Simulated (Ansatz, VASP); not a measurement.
## ZnS: VASP beside Ansatz

```
CELL_PARAMETERS angstrom
0.00000 2.70200 2.70200
2.70200 0.00000 2.70200
2.70200 2.70200 0.00000
ATOMIC_POSITIONS crystal
Zn 0.75000 0.75000 0.75000
S 0.00000 0.00000 0.00000
```

Alike in both runs: functional SVWN5; k mesh 9 × 9 × 9; occupations fermi-dirac, width 0.05 eV; no spin polarisation.

|  | VASP | Ansatz |
| --- | --- | --- |
| version | VASP 6.6.1 | Ansatz 0.2.0 |
| potentials or method | VASP PAW PBE potentials, release 64 (Zn, S) | Ansatz PAW |
| plane-wave cutoff (eV) | 520 | 420 |
| valence electrons in the cell | 18 | 18 |
| task | single point | band structure |

|  | VASP | Ansatz | Ansatz less VASP |
| --- | --- | --- | --- |
| gap on the k mesh at the Fermi level (eV) | 1.87 | 1.86 | -0.007 |
| least direct gap on the mesh (eV) | 1.87 | 1.86 | -0.007 |
| pressure (GPa) | -4.4 | -4.6 | -0.22 |

With one functional, cell and mesh, what is left measures potentials, basis and numerics.

Caveats: the PAW data sets were made with another functional, which shifts forces and pressure a little (VASP); the PAW data sets come from PBE, with cores solved anew for the run's functional, which leaves a small shift of forces and pressure (Ansatz).
